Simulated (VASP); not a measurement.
# Mg (Im-3m) in VASP: notebook

One crystal, Mg, is run at these levels: PBE; tasks: relaxation of cell and atoms.

Everything below comes from runs of VASP 6.6.1. Logs are shortened: lines on timing, memory, paths and dates and some standing lists are left out, and cuts for length are marked.

## Step 1: Starting point

Symmetry: Im-3m, No. 229, cubic system. Conventional cell: a = 2.953 Å, b = 2.953 Å, c = 2.953 Å, α = 90.00°, β = 90.00°, γ = 90.00°. Mg (site symmetry m-3m) is surrounded by 8 Mg at 2.56 Å.

This isn't the form of Mg at room conditions, which is hcp.

## Step 2: Relaxation of cell and atoms, PBE

Input file INCAR:

```
PREC = Accurate
ENCUT = 520
EDIFF = 1E-6
ISMEAR = 0
SIGMA = 0.1
LREAL = False
LASPH = True
NELM = 120
ALGO = Normal
ISIF = 3
LWAVE = False
LCHARG = False
GGA = PE
IBRION = 2
NSW = 90
EDIFFG = -0.01
```

Input file KPOINTS:

```
Automatic mesh
0
Gamma
  21 21 21
```

Input file POSCAR:

```
Mg
1.0
   -1.4765000000      1.4765000000      1.4765000000
    1.4765000000     -1.4765000000      1.4765000000
    1.4765000000      1.4765000000     -1.4765000000
Mg
1
Direct
    0.0000000000      0.0000000000      0.0000000000
```

Potentials or basis: VASP PAW PBE potentials, release 64 (Mg).

Command:

```bash
$ cat potpaw_PBE.64/Mg/POTCAR > POTCAR
$ mpirun -np 1 vasp_std > vasp.out
```

OUTCAR:

```text
PREC = Accurate
   ENCUT = 520
   EDIFF = 1E-6
   ISMEAR = 0
   LREAL = False
   LASPH = True
   NELM = 120
   ISIF = 3
   GGA = PE
   IBRION = 2
   NSW = 90
   EDIFFG = -0.01

 ion  position               nearest neighbor table
   1  0.000  0.000  0.000-

  LATTYP: Found a body centered cubic cell.
 ALAT       =     2.9530000000

  Lattice vectors:

 A1 = (  -1.4765000000,   1.4765000000,   1.4765000000)
 A2 = (   1.4765000000,  -1.4765000000,   1.4765000000)
 A3 = (   1.4765000000,   1.4765000000,  -1.4765000000)

Analysis of symmetry for initial positions (statically):
=====================================================================
 Subroutine PRICEL returns:
 Original cell was already a primitive cell.

 Routine SETGRP: Setting up the symmetry group for a
 body centered cubic supercell.

 Subroutine GETGRP returns: Found 48 space group operations
 (whereof 48 operations were pure point group operations)
 out of a pool of 48 trial point group operations.

The static configuration has the point symmetry O_h .

Analysis of symmetry for dynamics (positions and initial velocities):
=====================================================================
 Subroutine PRICEL returns:
 Original cell was already a primitive cell.

 Routine SETGRP: Setting up the symmetry group for a
 body centered cubic supercell.

 Subroutine GETGRP returns: Found 48 space group operations
 (whereof 48 operations were pure point group operations)
 out of a pool of 48 trial point group operations.

The dynamic configuration has the point symmetry O_h .

 Subroutine INISYM returns: Found 48 space group operations
 (whereof 48 operations are pure point group operations),
 and found     1 'primitive' translations

----------------------------------------------------------------------------------------

                                     Primitive cell

  volume of cell :      12.8754

  direct lattice vectors                    reciprocal lattice vectors
    -1.476500000  1.476500000  1.476500000     0.000000000  0.338638673  0.338638673
     1.476500000 -1.476500000  1.476500000     0.338638673  0.000000000  0.338638673
     1.476500000  1.476500000 -1.476500000     0.338638673  0.338638673  0.000000000

  length of vectors
     2.557373017  2.557373017  2.557373017     0.478907403  0.478907403  0.478907403

  position of ions in fractional coordinates (direct lattice)
     0.000000000  0.000000000  0.000000000

  ion indices of the primitive-cell ions
   primitive index   ion index
                 1           1

----------------------------------------------------------------------------------------

 KPOINTS: Automatic mesh

Automatic generation of k-mesh.
 Grid dimensions read from file:
 generate k-points for:   21   21   21

 Generating k-lattice:

  Cartesian coordinates                     Fractional coordinates (reciprocal lattice)
     0.000000000  0.016125651  0.016125651     0.047619048  0.000000000  0.000000000
     0.016125651  0.000000000  0.016125651     0.000000000  0.047619048  0.000000000
     0.016125651  0.016125651  0.000000000     0.000000000  0.000000000  0.047619048

  Length of vectors
     0.022805114  0.022805114  0.022805114

  Shift w.r.t. Gamma in fractional coordinates (k-lattice)
     0.000000000  0.000000000  0.000000000

 Subroutine IBZKPT returns following result:
 ===========================================

 Found    286 irreducible k-points:

 Following reciprocal coordinates:
            Coordinates               Weight
  0.000000  0.000000  0.000000      1.000000
  0.047619  0.000000  0.000000     12.000000
  0.095238  0.000000  0.000000     12.000000
  0.142857  0.000000  0.000000     12.000000
  0.190476  0.000000  0.000000     12.000000
  0.238095  0.000000  0.000000     12.000000
[... 16 lines left out ...]
  0.142857  0.095238  0.000000     48.000000
  0.190476  0.095238  0.000000     48.000000
 [... further k-points ...]
   k-points           NKPTS =    286   k-points in BZ     NKDIM =    286   number of bands    NBANDS=      5
   number of dos      NEDOS =    301   number of ions     NIONS =      1
   total plane-waves  NPLWV =   8000
   dimension x,y,z NGX =    20 NGY =   20 NGZ =   20
   dimension x,y,z NGXF=    40 NGYF=   40 NGZF=   40
   ions per type =               1
   NGX,Y,Z   is equivalent  to a cutoff of  13.00, 13.00, 13.00 a.u.
   NGXF,Y,Z  is equivalent  to a cutoff of  26.00, 26.00, 26.00 a.u.
 SYSTEM =  unknown system
   PREC   = accura    normal or accurate (medium, high low for compatibility)
   ISTART =      0    job   : 0-new  1-cont  2-samecut
   ICHARG =      2    charge: 1-file 2-atom 10-const
   ISPIN  =      1    spin polarized calculation?
   LNONCOLLINEAR =      F non collinear calculations
   LSORBIT =      F    spin-orbit coupling
   LASPH  =      T    aspherical Exc in radial PAW
   ENCUT  =  520.0 eV  38.22 Ry    6.18 a.u.   4.76  4.76  4.76*2*pi/ulx,y,z
   NELM   =    120;   NELMIN=  2; NELMDL= -5     # of ELM steps
   EDIFF  = 0.1E-05   stopping-criterion for ELM
   LREAL  =      F    real-space projection
   EDIFFG = -.1E-01   stopping-criterion for IOM
   NSW    =     90    number of steps for IOM
   IBRION =      2    ionic relax: 0-MD 1-quasi-New 2-CG
   NFREE  =      1    steps in history (QN), initial steepest desc. (CG)
   ISIF   =      3    stress and relaxation
   ISYM   =      2    0-nonsym 1-usesym 2-fastsym
   POTIM  = 0.5000    time-step for ionic-motion
   TEBEG  =    0.0;   TEEND  =   0.0 temperature during run
   PSTRESS=    0.0 pullay stress
   NELECT =       2.0000    total number of electrons
   NUPDOWN=      -1.0000    fix difference up-down
   EMIN   =  10.00;   EMAX   =-10.00  energy-range for DOS
   EFERMI =   0.00;   METHOD = LEGACY
   ISMEAR =     0;   SIGMA  =   0.10  broadening in eV -4-tet -1-fermi 0-gaus
   EFERMI_NEDOS =   21; number of points for ismear=-14 and -15
   IALGO  =     38    algorithm
   IMIX   =      4    mixing-type and parameters
     AMIX     =   0.40;   BMIX     =  1.00
     AMIX_MAG =   1.60;   BMIX_MAG =  1.00
  volume/ion in A,a.u.               =      12.88        86.89
  Fermi-wavevector in a.u.,A,eV,Ry     =   0.880031  1.663018 10.537098  0.774455
  Thomas-Fermi vector in A             =   2.000336
   LORBIT       =      0    0 simple, 1 ext, 2 COOP (PROOUT), +10 PAW based schemes
   GGA     = PE    functional components
   LHFCALC =     F    Hartree Fock is set to
   AEXX    =    0.0000 exact exchange contribution
   IVDW    =     0    specifies the selected vdW correction
   LEPSILON=     F    determine dielectric tensor
   LRPA    =     F    only Hartree local field effects (RPA)
 conjugate gradient relaxation of ions
 non-spin polarized calculation
 Gauss-broadening in eV      SIGMA  =   0.10
  energy-cutoff  :      520.00
  volume of cell :       12.88
 maximum number of plane-waves:       370
   NGX =  9   NGY =  9   NGZ =  9

--------------------------------------- Ionic step        1  -------------------------------------------

 number of electron       2.0000000 magnetization

 Free energy of the ion-electron system (eV)
  ---------------------------------------------------
  ext. energy  EPLUGINS =         0.00000000
  ---------------------------------------------------
  free energy    TOTEN  =        -0.25176120 eV

  energy without entropy =       -0.25060618  energy(sigma->0) =       -0.25118369

 E-fermi :   6.5702     XC(G=0): -10.4950

 val. band max:        6.5625817651   @ k =   0.3810   0.1905   0.0476
 cond. band min:       6.5967769804   @ k =   0.3333   0.3333   0.0000
 fundamental gap:      0.0341952153
 Fermi energy:         6.5702435160

 k-point     1 :       0.0000    0.0000    0.0000
  band No.  band energies     occupation
      1      -3.2703      2.00000
      2      24.0336      0.00000
      3      24.0336      0.00000
      4      24.0336      0.00000
      5      26.7605      0.00000
[... 177 lines left out ...]
 k-point    24 :       0.1905    0.0952    0.0000
  band No.  band energies     occupation
      1      -1.0986      2.00000
      2      14.7956      0.00000
      3      17.7515      0.00000
      4      22.0947      0.00000
      5      23.8124      0.00000

 [... further k-points ...]
[... 5 lines left out ...]
  --------------------------------------------------------------------------------------
  -------------------------------------------------------------------------------------
  Total        5.0962528      5.0962528      5.0962528      0.0000000      0.0000000     -0.0000000
  in kB      634.1634353    634.1634353    634.1634353      0.0000000      0.0000000     -0.0000000
  external PRESSURE =     634.1634353 kB  Pullay stress =       0.0000000 kB
[... 86 lines left out ...]
  FREE ENERGIE OF THE ION-ELECTRON SYSTEM (eV)
  ---------------------------------------------------
  free  energy   TOTEN  =        -1.4757650209 eV

  energy  without entropy=       -1.4734619711  energy(sigma->0) =       -1.47461350

[... ionic steps 4 to 17 ...]

--------------------------------------- Ionic step       18  -------------------------------------------

 number of electron       2.0000000 magnetization

------------------------ aborting loop because EDIFF is reached ----------------------------------------
[... 65 lines left out ...]
--------------------------------------- Ionic step       20  -------------------------------------------

 number of electron       2.0000000 magnetization

 Free energy of the ion-electron system (eV)
  ---------------------------------------------------
  ext. energy  EPLUGINS =         0.00000000
  ---------------------------------------------------
  free energy    TOTEN  =        -1.47819419 eV

  energy without entropy =       -1.47589203  energy(sigma->0) =       -1.47704311

 E-fermi :   2.6856     XC(G=0):  -8.5158

 val. band max:        2.6762452254   @ k =  -0.4762   0.4762   0.2857
 cond. band min:       2.6935003498   @ k =   0.3333   0.2857   0.0476
 fundamental gap:      0.0172551244
 Fermi energy:         2.6855693564

 k-point     1 :       0.0000    0.0000    0.0000
  band No.  band energies     occupation
      1      -4.2882      2.00000
      2      15.7483      0.00000
      3      15.7483      0.00000
      4      15.7483      0.00000
      5      17.7710      0.00000
[... 177 lines left out ...]
 k-point    24 :       0.1905    0.0952    0.0000
  band No.  band energies     occupation
      1      -2.7975      2.00000
      2       8.8261      0.00000
      3      10.8897      0.00000
      4      12.9957      0.00000
      5      15.2423      0.00000

 [... further k-points ...]
[... 5 lines left out ...]
  --------------------------------------------------------------------------------------
  -------------------------------------------------------------------------------------
  Total        0.0087770      0.0087770      0.0087770     -0.0000000     -0.0000000      0.0000000
  in kB        0.6167426      0.6167426      0.6167426     -0.0000000     -0.0000000      0.0000000
  external PRESSURE =       0.6167426 kB  Pullay stress =       0.0000000 kB
[... 16 lines left out ...]
  FREE ENERGIE OF THE ION-ELECTRON SYSTEM (eV)
  ---------------------------------------------------
  free  energy   TOTEN  =        -1.4781941895 eV

  energy  without entropy=       -1.4758920302  energy(sigma->0) =       -1.47704311

 reached required accuracy - stopping structural energy minimisation
```

Wall time 37 s (1 thread of AMD EPYC 9R45 (Zen 5), shared host); peak memory 0.11 GiB.

What came out:

```
Free energy                            : -1.4782 eV
Relaxed volume                         : 22.80 Å³/atom
Relaxed cell                           : a = 3.094 Å, b = 3.094 Å, c = 3.094 Å, α = 109.47°, β = 109.47°, γ = 109.47°
Space group after relaxing (to 0.05 Å) : Im-3m (No. 229)
Energy gained by relaxing              : 1226.4 meV/atom
Ionic steps                            : 20
Pressure after relaxing                : 0.1 GPa
Band gap on the k mesh                 : none (metal or under the smearing width)
```

Step by step:
```
step  energy change (eV)  largest force (eV/Å)  pressure (GPa)  volume (Å³)
   1              0.0000                0.0000           63.42        12.88
   2             -1.2086                0.0000           -2.58        24.90
   3             -1.2240                0.0000            1.16        22.15
   4             -1.2264                0.0000           -0.11        22.91
   5             -1.2263                0.0000            0.26        22.67
   6             -1.2263                0.0000            0.26        22.68
   7             -1.2263                0.0000            0.26        22.68
   8             -1.2263                0.0000            0.26        22.68
   9             -1.2263                0.0000            0.26        22.68
  10             -1.2263                0.0000            0.25        22.68
  11             -1.2263                0.0000            0.25        22.68
  12             -1.2263                0.0000            0.25        22.68
  13             -1.2263                0.0000            0.25        22.68
  14             -1.2263                0.0000            0.25        22.68
  15             -1.2263                0.0000            0.25        22.68
  16             -1.2263                0.0000            0.24        22.69
  17             -1.2263                0.0000            0.23        22.69
  18             -1.2264                0.0000            0.21        22.71
  19             -1.2264                0.0000            0.16        22.74
  20             -1.2264                0.0000            0.06        22.80
```

Final structure:
```xyz
1
Lattice="-1.7863 1.7863 1.7863 1.7863 -1.7863 1.7863 1.7863 1.7863 -1.7863" Properties=species:S:1:pos:R:3 pbc="T T T"
Mg    1.7863    1.7863    1.7863
```

Caveat: the volume moved by over 15 % at a fixed basis, so the end points are rough; the volume moved by +77 % from the deposited cell, more than functionals usually miss. Zero-point motion and thermal expansion aren't in these numbers.

## Step 3: Relaxation of cell and atoms, PBE

This run uses another cell than the first one, of 22.80 Å³/atom, 1.771 times its volume.

INCAR: that of step 2 with these lines changed.

```diff
@@ -2,3 +2,3 @@
 ENCUT = 520
-EDIFF = 1E-6
+EDIFF = 1E-7
 ISMEAR = 0
@@ -14,3 +14,4 @@
 IBRION = 2
-NSW = 90
-EDIFFG = -0.01
+NSW = 60
+EDIFFG = -0.005
+POTIM = 0.3
```

KPOINTS is that of step 2.

Input file POSCAR:

```
Mg                                      
1.0
   -1.7863434411      1.7863434411      1.7863434411
    1.7863434411     -1.7863434411      1.7863434411
    1.7863434411      1.7863434411     -1.7863434411
  Mg            
     1
Direct
     1.0000000000000000    1.0000000000000000    1.0000000000000000
```

Potentials or basis: VASP PAW PBE potentials, release 64 (Mg).

Command:

```bash
$ cat potpaw_PBE.64/Mg/POTCAR > POTCAR
$ mpirun -np 1 vasp_std > vasp.out
```

OUTCAR:

```text
PREC = Accurate
   ENCUT = 520
   EDIFF = 1E-7
   ISMEAR = 0
   LREAL = False
   LASPH = True
   NELM = 120
   ISIF = 3
   GGA = PE
   IBRION = 2
   NSW = 60
   EDIFFG = -0.005
   POTIM = 0.3

 ion  position               nearest neighbor table
   1  0.000  0.000  0.000-

  LATTYP: Found a body centered cubic cell.
 ALAT       =     3.5726868822

  Lattice vectors:

 A1 = (  -1.7863434411,   1.7863434411,   1.7863434411)
 A2 = (   1.7863434411,  -1.7863434411,   1.7863434411)
 A3 = (   1.7863434411,   1.7863434411,  -1.7863434411)

Analysis of symmetry for initial positions (statically):
=====================================================================
 Subroutine PRICEL returns:
 Original cell was already a primitive cell.

 Routine SETGRP: Setting up the symmetry group for a
 body centered cubic supercell.

 Subroutine GETGRP returns: Found 48 space group operations
 (whereof 48 operations were pure point group operations)
 out of a pool of 48 trial point group operations.

The static configuration has the point symmetry O_h .
[... 200 lines left out ...]
  ext. energy  EPLUGINS =         0.00000000
  ---------------------------------------------------
  free energy    TOTEN  =        -1.47835350 eV

  energy without entropy =       -1.47605157  energy(sigma->0) =       -1.47720254

 E-fermi :   2.6816     XC(G=0):  -8.5136

 val. band max:        2.6725350711   @ k =  -0.4762   0.4762   0.2857
 cond. band min:       2.6900135189   @ k =   0.3333   0.2857   0.0476
 fundamental gap:      0.0174784478
 Fermi energy:         2.6815950997

 k-point     1 :       0.0000    0.0000    0.0000
  band No.  band energies     occupation
      1      -4.2891      2.00000
      2      15.7393      0.00000
      3      15.7393      0.00000
      4      15.7393      0.00000
      5      17.7614      0.00000
[... 177 lines left out ...]
 k-point    24 :       0.1905    0.0952    0.0000
  band No.  band energies     occupation
      1      -2.7990      2.00000
      2       8.8196      0.00000
      3      10.8821      0.00000
      4      12.9865      0.00000
      5      15.2329      0.00000

 [... further k-points ...]
[... 5 lines left out ...]
  --------------------------------------------------------------------------------------
  -------------------------------------------------------------------------------------
  Total        0.0047047      0.0047047      0.0047047     -0.0000000     -0.0000000      0.0000000
  in kB        0.3303556      0.3303556      0.3303556     -0.0000000     -0.0000000      0.0000000
  external PRESSURE =       0.3303556 kB  Pullay stress =       0.0000000 kB

 VOLUME and BASIS-vectors are now :
 -----------------------------------------------------------------------------
  energy-cutoff  :      520.00
  volume of cell :       22.82
      direct lattice vectors                 reciprocal lattice vectors
    -1.786767362  1.786767362  1.786767362     0.000000000  0.279834975  0.279834975
     1.786767362 -1.786767362  1.786767362     0.279834975  0.000000000  0.279834975
     1.786767362  1.786767362 -1.786767362     0.279834975  0.279834975  0.000000000

 POSITION                                       TOTAL-FORCE (eV/Angst)
 -----------------------------------------------------------------------------------
      0.00000      0.00000      0.00000         0.000000     -0.000000      0.000000
 -----------------------------------------------------------------------------------
    total drift:                               -0.000000      0.000000     -0.000000

  FREE ENERGIE OF THE ION-ELECTRON SYSTEM (eV)
  ---------------------------------------------------
  free  energy   TOTEN  =        -1.4783535019 eV

  energy  without entropy=       -1.4760515716  energy(sigma->0) =       -1.47720254

 reached required accuracy - stopping structural energy minimisation
```

CONTCAR:

```text
Mg
   1.00000000000000
    -1.7867673617006861    1.7867673617006861    1.7867673617006861
     1.7867673617006861   -1.7867673617006861    1.7867673617006861
     1.7867673617006861    1.7867673617006861   -1.7867673617006861
  Mg
     1
Direct
     0.0000000000000000    0.0000000000000000    0.0000000000000000

  0.00000000E+00  0.00000000E+00  0.00000000E+00
```

Wall time 13 s (1 thread of AMD EPYC 9R45 (Zen 5), shared host); peak memory 0.14 GiB.

What came out:

```yaml
Free_energy: -1.4784 eV
Relaxed_volume: 22.82 Å³/atom
Relaxed_cell: a = 3.095 Å, b = 3.095 Å, c = 3.095 Å, α = 109.47°, β = 109.47°, γ = 109.47°
Space_group_after_relaxing_to_0.05_Å: Im-3m (No. 229)
Energy_gained_by_relaxing: 0.0 meV/atom
Ionic_steps: 2
Pressure_after_relaxing: 0.0 GPa
Band_gap_on_the_k_mesh: none (metal or under the smearing width)
```

Final structure:
```xyz
1
Lattice="-1.7868 1.7868 1.7868 1.7868 -1.7868 1.7868 1.7868 1.7868 -1.7868" Properties=species:S:1:pos:R:3 pbc="T T T"
Mg    0.0000    0.0000    0.0000
```
